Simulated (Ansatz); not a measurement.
# What TaO2 monolayer (2H) distorts into

Which phase does TaO2 monolayer (2H) fall into along its unstable mode, and how much energy does it gain?

Method: DFT PBE, scalar-relativistic, plane waves, PAW, in Ansatz 0.2.0.

Most raw output is cut from this account.

## 1. Set-up

The cell holds 3 atoms: 1 Ta and 2 O. Its edges and angles: a = 2.976 Å, b = 2.976 Å, c = 28.700 Å, α = 90.0°, β = 90.0°, γ = 120.0°. Vacuum lies along c.

## 2. The dispersion

The cell comes from relaxations at this level that are not shown. Stability and thermal properties need the whole zone. Linear response on a 6×6×1 q mesh gives force constants as far as a supercell of that size would.

input.yaml

```yaml
crystal:
  lattice:
    - [2.9759263965, 0.0, 0.0]
    - [-1.4879631983, 2.5772278592, 0.0]
    - [0.0, 0.0, 28.7]
  atoms:
    - { symbol: Ta, position: [0.3333333333, 0.6666666667, 0.3484320557] }
    - { symbol: O, position: [0.6666666667, 0.3333333333, 0.3895865117] }
    - { symbol: O, position: [0.6666666667, 0.3333333333, 0.3072775997] }
  periodic: [true, true, false]
kpoints:
  mp_grid: { grid: [18, 18, 1] }
hamiltonian:
  xc: pbe
scf:
  occupations: { method: methfessel_paxton, width: 0.15 }
output:
  eigenvalues: true
phonons:
  method: dfpt
  qmesh: [6, 6, 1]
  temperatures: { t_max: 1000, t_step: 50 }
  qpath:
    path:
      - [0.0, 0.0, 0.0]
      - [0.5, 0.0, 0.0]
      - [0.33333333, 0.33333333, 0.0]
      - [0.0, 0.0, 0.0]
    npoints: 10
```

The run is started by

```bash
ansatz run input.yaml --threads 8 --pin off --max-ram 14336MiB --backend cpu --events-out ev --progress --plain --runs-dir out
```

Wall time 8.4 min (8 threads of Arm Neoverse V2, shared host); peak memory 2.5 GiB.

This step gave:

```yaml
gap_on_the_k_mesh: 0 eV
sum_rule_residual_before_enforcement: 5.63e-5 eV/Å²
lowest_frequency_on_the_path: -414.6 cm⁻¹
point_group: -6m2
highest_frequency_on_the_path_or_at_a_solved_wavevector: 673.3 cm⁻¹
area_per_atom: 2.557 Å²
highest_optical_mode_at_the_zone_centre_no_lo_to_term: 673.3 cm⁻¹
lowest_optical_zone_centre_mode: -385.1 cm⁻¹
lowest_mode_on_the_q_mesh_acoustic_modes_at_gamma_apart: -411.3 cm⁻¹
```

Frequencies (cm⁻¹) solved at each irreducible wavevector; negative means imaginary. Frequencies by wavevector, by row:

```tsv
q in reciprocal lattice units	star	mode 1	mode 2	mode 3	mode 4	mode 5	mode 6	mode 7	mode 8	mode 9
0 0 0	1	-385.1	-385.1	0	0	0	343.3	343.3	606.1	673.3
0 0.1667 0	6	-411.3	-309.9	29.9	82.4	151.8	359.4	361.9	565.5	666.9
0 0.3333 0	6	-264.9	-59.4	82.9	151.9	345.1	394.1	396.8	507.6	651.6
0 -0.5 0	3	-138.9	107.1	142.1	194.9	410	412.6	431.3	479.6	651.1
0.1667 0.1667 0	6	-181	-160	68.1	170.2	285.9	380.4	394.2	521.4	655.8
0.1667 0.3333 0	12	-78.8	101.7	191.1	260	410.2	415	421.1	480.4	649.3
0.3333 0.3333 0	2	-154.4	108.2	241.9	304.9	418.6	424.1	459.2	466.6	646.4
```

Interpolated from a 6×6×1 q mesh. The phonon branches at the labelled points (cm⁻¹):

```tsv
point	branch 1	branch 2	branch 3	branch 4	branch 5	branch 6	branch 7	branch 8	branch 9
Γ	-385	-385	0	0	0	343	343	606	673
halfway	-356	-188	57	112	242	378	378	534	658
M	-139	107	142	195	410	413	431	480	651
halfway	-70	106	201	264	416	417	432	473	649
K	-154	108	242	305	419	424	459	467	646
halfway	-181	-160	68	170	286	380	394	521	656
Γ	-385	-385	0	0	0	343	343	606	673
```

Symmetry leaves 7 wavevectors to solve. The lowest mode among them, the acoustic zeros apart, lies at q = (0, 0.167, 0) and is imaginary, 411.3i cm⁻¹, so the energy falls along it. Between them the interpolated path dips to 415i cm⁻¹.

## 3. The mode frozen in, largest atomic shift 0 Å

The mode followed lies at Γ with frequency 385.1i cm⁻¹ and is 2-fold degenerate, one of the unstable modes though not the softest. At small amplitude the distorted cell has space group no. 38 by a symmetry search on the positions. The undistorted cell that holds it gives the zero of energy on the same k mesh.

input.yaml, the sections that differ from step 2:

```yaml
output:
  forces: true
  stress: true
  eigenvalues: true
# crystal, kpoints, hamiltonian, scf: as in step 2
# phonons: removed
```

Run time: 2 s. Hardware: 8 threads; peak memory 0.54 GiB.

Numbers from this step:

```yaml
energy_from_the_undistorted_cell: 0 meV/atom
```

## 4. The mode frozen in, largest atomic shift 0.04 Å

The atoms are moved along the unstable eigenvector, the largest shift by 0.04 Å, with the cell fixed.

input.yaml, the sections that differ from step 3:

```yaml
crystal:
  lattice:
    - [2.9759263965, 0.0, 0.0]
    - [-1.4879631983, 2.5772278592, 0.0]
    - [0.0, 0.0, 28.7]
  atoms:
    - { symbol: Ta, position: [0.3319610414, 0.6639220828, 0.3484320557] }
    - { symbol: O, position: [0.6744269429, 0.3488538857, 0.3895865117] }
    - { symbol: O, position: [0.6744269429, 0.3488538857, 0.3072775997] }
  periodic: [true, true, false]
# kpoints, hamiltonian, scf, output: as in step 3
```

Wall time 3.9 s (8 threads); peak memory 0.68 GiB; 28 s of CPU time.

Numbers from this step:

| Item | Value |
| --- | --- |
| energy from the undistorted cell | -3.356 meV/atom |

The energy, extrapolated to zero smearing, is -3.36 meV/atom against the undistorted cell.

## 5. Energy along the mode, all amplitudes (two of the runs are shown above)

An imaginary frequency means negative curvature, so the energy should fall and then rise again as anharmonic terms take over.

This step gave:

* depth at the lowest point sampled: 3.356 meV/atom
* largest atomic shift at that point: 0.04 Å

Table of energy from the parent by largest shift of an atom, one sign:

```tsv
largest shift of an atom, one sign (Å)	energy from the parent (meV/atom)
0.0000	0
0.0400	-3.36
0.0800	-2.20
0.1400	18.1
```

Displacement at unit largest shift by atom:

```tsv
atom	x (Å)	y (Å)	z (Å)	size
Ta1	0.00	-0.18	0.00	0.18
O2	0.00	1.00	0.00	1.00
O3	0.00	1.00	0.00	1.00
```

The lowest of the steps tried is at 0.04 Å, 3.36 meV/atom below the parent; the bottom of the well need not coincide with a step.

## 6. Relaxation from the frozen mode

Starting from the lowest point found, all atoms and the cell are let go, so that strain and other modes of the same symmetry can join in.

input.yaml, as its differences from that of step 4:

```diff
@@ -20 +20,6 @@
   eigenvalues: true
+relax:
+  adjacent_minimum: "off"
+  f_tol: 0.002
+  max_steps: 120
+  cell: { stress_2d_tol: 0.005 }
```

The job ended after 66 s (8 threads; peak memory 0.77 GiB).

Relaxation path:

```tsv
step	energy less that of the first step (eV)	largest force component (eV/Å)	volume (Å³)
1	0.0000	0.1709	220.12
2	-0.0040	0.0879	219.89
3	-0.0041	0.0448	219.99
4	-0.0043	0.0100	219.85
5	-0.0042	0.0054	220.00
6	-0.0043	0.0034	219.98
7	-0.0043	0.0008	219.95
8	-0.0043	0.0000	219.97
9*	-0.0042	0.0001	219.97
10	-0.0042	0.0007	219.96
11	-0.0042	0.0034	219.97
12	-0.0042	0.0001	219.96
13*	-0.0042	0.0001	219.96
```

Relaxation steps marked * repeat the geometry before them on a plane-wave basis chosen anew for their cell, so energy and pressure can jump there. Relaxation step 11 was tried and not accepted.

Forces are held to the 4 operations that the run works with; a distortion that breaks them can't arise in this run.

```tsv
cell as run	before	after	change
a (Å)	2.976	2.993	+0.6 %
b (Å)	2.976	2.966	-0.3 %
γ (°)	120.00	120.31	+0.3 %
```

The atoms that moved most (Å, along periodic axes as changes of fractional coordinates times the final cell, across vacuum about the mean position):

```tsv
atom	dx	dy	dz	length
Ta1	0.000	-0.014	0.000	0.014
O2	0.000	0.007	0.003	0.008
O3	0.000	0.007	-0.003	0.008
```

The relaxed structure:

```xyz
3
Lattice="2.9934 0.0000 0.0000 -1.4967 2.5603 0.0000 0.0000 0.0000 28.7000" Properties=species:S:1:pos:R:3
Ta    0.0000    1.6855   10.0000
O     1.4967    0.9003   11.1843
O     1.4967    0.9003    8.8157
```

Numbers from this step:

```
area per atom : 2.555 Å²
```

The distorted start has space group Amm2; the relaxation ends in Amm2.

## 7. The new phase in its own primitive cell

The relaxed structure is symmetrised, reduced to its primitive cell and relaxed tightly, as its phonons need.

input.yaml, the sections that differ from step 6:

```yaml
crystal:
  lattice:
    - [2.9934370072, 0.0, 0.0]
    - [-1.4967185036, 2.5602780342, 0.0]
    - [0.0, 0.0, 28.7]
  atoms:
    - { symbol: Ta, position: [0.329170273, 0.658340546, 0.3484320557] }
    - { symbol: O, position: [0.675822327, 0.3516446541, 0.3896969273] }
    - { symbol: O, position: [0.675822327, 0.3516446541, 0.3071671841] }
  periodic: [true, true, false]
kpoints:
  mp_grid: { grid: [16, 16, 1] }
relax:
  adjacent_minimum: "off"
  f_tol: 0.001
  max_steps: 60
  cell: { stress_2d_tol: 0.002 }
# hamiltonian, scf, output: as in step 6
```

The job ended after 26 s (8 threads; peak memory 0.73 GiB; 3.3 min of CPU time).

Little changed from the start: no atom moved by 0.005 Å and no cell edge by 0.1 %.

This step gave:

| Quantity | Value |
| --- | --- |
| area per atom | 2.554 Å² |

The largest force component left is 0.23 meV/Å, within the tolerances set.

## 8. Modes of the new phase, k-mesh 16×16×1

A relaxed structure may still be a saddle point, so its zone-centre modes are computed. No field response is asked, since the mesh shows no gap.

input.yaml, the sections that differ from step 7:

```yaml
crystal:
  lattice:
    - [2.9931233058, 0.0, 0.0]
    - [-1.4965616529, 2.5598258145, 0.0]
    - [0.0, 0.0, 28.7]
  atoms:
    - { symbol: Ta, position: [0.3285525811, 0.6571051623, 0.3484320557] }
    - { symbol: O, position: [0.676131173, 0.352262346, 0.3897228629] }
    - { symbol: O, position: [0.676131173, 0.352262346, 0.3071412485] }
  periodic: [true, true, false]
output:
  eigenvalues: true
phonons:
  method: dfpt
# kpoints, hamiltonian, scf: as in step 7
# relax: removed
```

It took 43 s on 8 threads; peak memory 1.2 GiB.

Numbers from this step:

- sum-rule residual before enforcement: 6.49e-5 eV/Å²
- point group: mm2
- highest optical mode at the zone centre (no LO-TO term): 682.5 cm⁻¹
- lowest optical zone-centre mode: -241.4 cm⁻¹

Patterns of degenerate modes are one choice out of their space. Modes at Γ, with each element's share of the kinetic energy (negative means imaginary):

```tsv
mode	frequency (cm⁻¹)	symmetry	Ta %	O %
1	-241.4	B2	15	85
2	0.0	acoustic	85	15
3	0.0	acoustic	85	15
4	0.0	acoustic	85	15
5	304.6	B1	0	100
6	373.6	A1	15	85
7	383.7	A2	0	100
8	606.5	B1	15	85
9	682.5	A1	0	100
```

Displacements in mode 1 (-241.4 cm⁻¹), the largest set to 1:
```
Ta1 -0.18  0.00  0.00
O2   1.00  0.00  0.00
O3   1.00  0.00  0.00
```

Displacements in mode 9 (682.5 cm⁻¹), the largest set to 1:
```
Ta1  0.00 -0.02  0.00
O2   0.00  0.09 -1.00
O3   0.00  0.09  1.00
```

Before it was imposed, the acoustic sum rule was missed by 6.5e-5 eV/Å². Small misses are needed for a sound result but don't prove that mesh and cutoff are converged. The lowest optical mode is imaginary, 241.4i cm⁻¹, so the energy falls along it.

## 9. Summary of results

- unstable mode of the parent: q = (0, 0, 0), 385i cm⁻¹
- depth at the lowest point sampled: 3.36 meV/atom
- largest atomic shift at that point: 0.04 Å
- space group reached (within 0.01 Å): Amm2
- energy gained over the parent (first relaxation, on the mesh of the frozen mode): 4.79 meV/atom
- area per atom, phase reached: 2.55 Å²
- lowest optical zone-centre mode, phase reached: -241 cm⁻¹
- highest optical mode at the zone centre (no LO-TO term), phase reached: 683 cm⁻¹

**Reading.** Along this mode the structure falls into Amm2, 4.79 meV/atom below the parent. At the parent's cell the well is 3.356 meV/atom deep on the steps tried, with its lowest point at a shift of 0.04 Å. Relaxing atoms and cell changes the gain by +1.43 meV/atom against the lowest step (energies at zero smearing). The new phase still has an imaginary mode at the zone centre of its cell, so it is a saddle point on the way to a lower structure. Of the 2 patterns followed to their end from this parent, this one ends 2.06 meV/atom above the lowest, Amm2. Each path keeps the symmetry of its pattern, so a lower phase may lie along a pattern not tried. With no gap, or one that is small against the smearing, the frequencies hang on the k mesh and the smearing, most of all near Kohn anomalies. The phonon runs are without spin polarisation, although the cell has an odd electron count. In a sheet or slab the interpolated bending branch near Γ is rough, since the rotational sum rule isn't imposed. Spin-orbit coupling is left out, which can matter for the heavy elements here. A phonon run warned that its eigensolver left some bands unconverged in a pass. The starting cell was built on a prototype and not taken from a measurement.

[Logs are printed without paths, hosts, clocks, repeated set-up lines and the standing remarks that a program may print on its own settings, such as how far it seeks lower states.]

[Hosts, paths, dates, database ids (printed as entryN), source tags and the programs' standing remarks are cut or masked in the printed files.]
